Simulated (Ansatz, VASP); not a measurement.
**One calculation of C, two programs**

```
C
1.0
     2.49881    0.00000    0.00000
    -1.24941    2.16404    0.00000
     0.00000    0.00000   16.64334
C
16
Direct
  0.00000 0.00000 0.00000
  0.00000 0.00000 0.09375
  0.33333 0.66667 0.12500
  0.33333 0.66667 0.21875
  0.66667 0.33333 0.25000
  0.66667 0.33333 0.34375
  0.00000 0.00000 0.37500
  0.00000 0.00000 0.46875
  0.33333 0.66667 0.50000
  0.33333 0.66667 0.59375
  0.00000 0.00000 0.62500
  0.00000 0.00000 0.71875
  0.33333 0.66667 0.75000
  0.33333 0.66667 0.84375
  0.66667 0.33333 0.87500
  0.66667 0.33333 0.96875
```

Alike in both runs: task relaxation of cell and atoms; functional PBEsol; k mesh 12 × 12 × 2; occupations gaussian, width 0.02 eV; no spin polarisation.

|  | VASP | Ansatz |
| --- | --- | --- |
| version | VASP 6.6.1 | Ansatz 0.2.0 |
| potentials or method | VASP PAW PBE potentials, release 64 (C) | scalar-relativistic, plane waves, PAW |
| plane-wave cutoff (eV) | 600 | 420 |
| valence electrons in the cell | 64 | 64 |

|  | VASP | Ansatz | Ansatz less VASP |
| --- | --- | --- | --- |
| gap on the k mesh at the Fermi level, each at its own relaxed structure (eV) | 4.17 | 4.18 | +0.008 |
| relaxed volume (Å³/atom) | 5.62 | 5.61 | -0.005 |
| relaxed cell length with the largest relative difference (Å) | 2.510 | 2.509 | -0.0008 |
| energy change over the relaxation (meV/atom) | -4 | -4 | 0.0 |

Caveats: the PAW data sets were made with another functional, which shifts forces and pressure a little (VASP).
